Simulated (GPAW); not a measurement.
**In in GPAW: convergence with bands over the usual count**

In:

```xyz
1
Lattice="-1.6255 1.6255 2.4737 1.6255 -1.6255 2.4737 1.6255 1.6255 -2.4737" Properties=species:S:1:pos:R:3 pbc="T T T"
In    0.0000    0.0000    0.0000
```

| Quantity | Value |
| --- | --- |
| Program | GPAW 26.7.0 |
| Task | convergence study |
| Functional | LDA |
| Potentials or basis | the program's PAW data sets (release 1.2.1) made for this functional |
| Cutoff | 600 eV |
| Basis | pw |
| k mesh | 9 × 9 × 9 |
| Occupations | fermi-dirac, width 0.05 eV |
| Spin | no spin polarisation |

These are the settings of the first run; the series varies bands over the usual count, with any setting tied to it.

Hardware: 1 thread of Arm Neoverse V1, with other jobs on the host.

| bands over the usual count | energy less the tightest run, at zero smearing (meV/atom) | SCF cycles | CPU time (s) | peak memory (GiB) |
| --- | --- | --- | --- | --- |
| 0.72 | 0.00 | 8 | 10 | 0.14 |
| 0.8 | 0.00 | 8 | 11 | 0.14 |
| 0.9 | 0.00 | 8 | 12 | 0.15 |
| 1 | 0.00 | 8 | 14 | 0.15 |
| 1.3 | 0.00 | 8 | 17 | 0.15 |
| 1.7 | 0.00 | 8 | 21 | 0.16 |
| 2.5 | 0.00 | 8 | 33 | 0.17 |

Against the tightest run, the energy stays within 1 meV/atom from 0.72 on. The tightest run that finished is the yardstick and may itself not be fully converged.
